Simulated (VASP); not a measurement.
Consider the following.

```
SrF2
1.0
    0.00000     2.84739     2.84739
    2.84739     0.00000     2.84739
    2.84739     2.84739     0.00000
Sr F
1 2
Direct
  0.00000   0.00000   0.00000
  0.75000   0.75000   0.75000
  0.25000   0.25000   0.25000
```

Computed with PBE GGA, VASP's PBE PAW potentials (set 64) (plane waves; VASP 6.6.1). Numerical set-up: 400 eV cut-off, 8×8×8 Γ-centred mesh, Gaussian smearing of 0.010 eV, potentials Sr_sv F.

### Question
Estimate the energy per atom (σ→0), band gap (on the k-mesh) with the smallest direct gap where there is one.

### Answer

```yaml
band gap (on the k-mesh): 7.25 eV
smallest direct gap (on the k-mesh): 7.35 eV
energy per atom (σ→0): -5.673 eV/atom
```

Only differences to runs with the same potentials and settings are physical.

The structure comes from a computed database's SrF2 entry; how it stands against other phases isn't given here. The cell was not relaxed at this level.
